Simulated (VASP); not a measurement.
Crystal: Au.

```xyz
1
Lattice="0.0000 2.0350 2.0350 2.0350 0.0000 2.0350 2.0350 2.0350 0.0000" Properties=species:S:1:pos:R:3 pbc="T T T"
Au    0.0000    0.0000    0.0000
```

```yaml
Program: VASP 6.6.1
Task: relaxation of cell and atoms
Functional: PBE
Potentials_or_basis: VASP PAW PBE potentials, release 64 (Au)
Cutoff: 600 eV
k_mesh: 11 × 11 × 11
Occupations: fermi-dirac, width 0.05 eV
Spin: no spin polarisation
```

At the start: pressure 10.6 GPa; volume 16.85 Å³/atom.

Problem. Where does the relaxation end?

Solution. Over 4 steps the energy falls by 33.1 meV/atom and the volume is 17.94 Å³/atom (+6.4 %); space group Fm-3m (No. 225, to 0.05 Å).

Step by step:
```csv
step,energy change (eV),largest force (eV/Å),pressure (GPa),volume (Å³)
1,0.0000,0.0000,10.56,16.85
2,0.0295,0.0000,-10.09,19.71
3,-0.0331,0.0000,-0.21,17.96
4,-0.0331,0.0000,-0.04,17.94
```

Final structure:
```yaml
crystal:
  lattice:
    - [0.00000, 2.07774, 2.07774]
    - [2.07774, 0.00000, 2.07774]
    - [2.07774, 2.07774, 0.00000]
  atoms:
    - { symbol: Au, position: [0.00000, 0.00000, 0.00000] }
```
